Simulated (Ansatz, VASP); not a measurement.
AlNi3: VASP beside Ansatz

The input INCAR:

```
SYSTEM = AlNi3
  ALGO = Normal
  EDIFF = 1E-7
  EDIFFG = -0.04
  ENCUT = 600
  GGA = PE
  IBRION = 2
  ISIF = 3
  ISMEAR = 0
  ISPIN = 2
  LASPH = .True.
  LCHARG = .False.
  LMAXMIX = 4
  LORBIT = 11
  LREAL = .False.
  LWAVE = .False.
  MAGMOM = 0 0.3 0.3 0.3
  NELM = 150
  NSW = 60
  PREC = Accurate
  SIGMA = 0.1
```

KPOINTS

```
k-points
0
Gamma
  6 6 6
  0 0 0
```

The input POSCAR:

```
AlNi3
1.0
    3.5230548400      0.0000000000      0.0000000000
    0.0000000000      3.5230548400      0.0000000000
    0.0000000000      0.0000000000      3.5230548400
Al Ni
1 3
Direct
    0.0000000000      0.0000000000      0.0000000000
    0.0000000000      0.5000000000      0.5000000000
    0.5000000000      0.0000000000      0.5000000000
    0.5000000000      0.5000000000      0.0000000000
```

Input for Ansatz:

```yaml
crystal:
  lattice:
    - [3.523055, 0.0, 0.0]
    - [0.0, 3.523055, 0.0]
    - [0.0, 0.0, 3.523055]
  atoms:
    - { symbol: Al, position: [0.0, 0.0, 0.0] }
    - { symbol: Ni, position: [0.0, 0.5, 0.5], spin: 0.3 }
    - { symbol: Ni, position: [0.5, 0.0, 0.5], spin: 0.3 }
    - { symbol: Ni, position: [0.5, 0.5, 0.0], spin: 0.3 }
basis:
  ecutwfc: 420
kpoints:
  mp_grid: { grid: [6, 6, 6] }
hamiltonian:
  xc: pbe
scf:
  occupations: { method: gaussian, width: 0.1 }
output:
  forces: true
  stress: true
  eigenvalues: true
  populations: true
magnetization:
  spin_polarized: true
relax:
  adjacent_minimum: "off"
  f_tol: 0.04
  max_steps: 40
  cell: { stress_tol: 0.4 }
```

The cell is a database's computed one.

Alike in both runs: task relaxation of cell and atoms; functional PBE; k mesh 6 × 6 × 6; occupations gaussian, width 0.1 eV; collinear spin.

|  | VASP | Ansatz |
| --- | --- | --- |
| version | VASP 6.6.1 | Ansatz 0.2.0 |
| potentials or method | VASP PAW PBE potentials, release 64 (Al, Ni) | scalar-relativistic, plane waves, PAW |
| plane-wave cutoff (eV) | 600 | 420 |
| valence electrons in the cell | 33 | 57 |

```csv
,VASP,Ansatz,Ansatz less VASP
"gap on the k mesh at the Fermi level, each at its own relaxed structure (eV)",none,none,-
net moment per atom (μB),0.18,0.18,+0.002
size of the moment on the site where the two differ most (μB),0.26,0.28,+0.015
relaxed volume (Å³/atom),11.35,11.33,-0.013
relaxed cell length with the largest relative difference (Å),3.567,3.566,-0.0013
energy change over the relaxation (meV/atom),-9,-9,-0.2
```

Site moments also hang on the region over which each program counts them. A gap of «none» marks a metal or a gap that the smearing closes. The two sets of potentials don't hold the same shells in valence.
